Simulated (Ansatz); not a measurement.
# NbH2: the cost of one run

Method: DFT LDA, scalar-relativistic, in Ansatz 0.2.0.

**1. The structure to begin with**

Symmetry: Fm-3m, No. 225, cubic system. The conventional cell has a = 4.563 Å, b = 4.563 Å, c = 4.563 Å, α = 90.00°, β = 90.00°, γ = 90.00°. Around Nb (site symmetry m-3m) lie 8 H at 1.98 Å. H (site symmetry -43m) has 4 Nb at 1.98 Å in its first shell of neighbours.

As a file:

```
CELL_PARAMETERS angstrom
0.00000 2.28150 2.28150
2.28150 0.00000 2.28150
2.28150 2.28150 0.00000
ATOMIC_POSITIONS crystal
Nb 0.00000 0.00000 0.00000
H 0.25000 0.25000 0.25000
H 0.75000 0.75000 0.75000
```

Atoms are numbered in the order of the input: Nb1, H2, H3.

**2. The deformed structure**

Space group Fm-3m before, I4/mmm after.

**3. LAPW, all electrons**

input.yaml reads:

```yaml
crystal:
  lattice:
    - [0.0, 2.304315, 2.2815]
    - [2.304315, 0.0, 2.2815]
    - [2.304315, 2.304315, 0.0]
  atoms:
    - { symbol: Nb, position: [0.0, 0.0, 0.0] }
    - { symbol: H, position: [0.25, 0.25, 0.25] }
    - { symbol: H, position: [0.75, 0.75, 0.75] }
kpoints:
  mp_grid: { grid: [15, 15, 15] }
  band_path:
    path:
      - [0.0, 0.0, 0.0]
      - [0.0, 0.5, 0.5]
      - [0.25, 0.75, 0.5]
      - [0.0, 0.5, 0.0]
      - [0.0, 0.0, 0.0]
      - [0.5, 0.5, 0.0]
      - [0.3775125, 0.6224875, 0.0]
      - [-0.3775125, 0.3775125, 0.0]
      - [0.0, 0.0, 0.0]
    npoints: 5
scf:
  occupations: { method: fermi_dirac, width: 0.03 }
hamiltonian:
  xc: lda
  pseudopotentials: { kind: all_electron, lapw: { basis_error: 0.001 } }
output:
  forces: true
  stress: true
  eigenvalues: true
```

On the command line:

```console
> ansatz run input.yaml --threads 1 --pin off --max-ram 4096MiB --backend cpu --events-out ev --progress --plain --runs-dir out
```

What time and memory should one allow on 1 thread of Intel Xeon 6975P-C (Granite Rapids), shared host?

About 22 s, with a peak of 0.67 GiB.
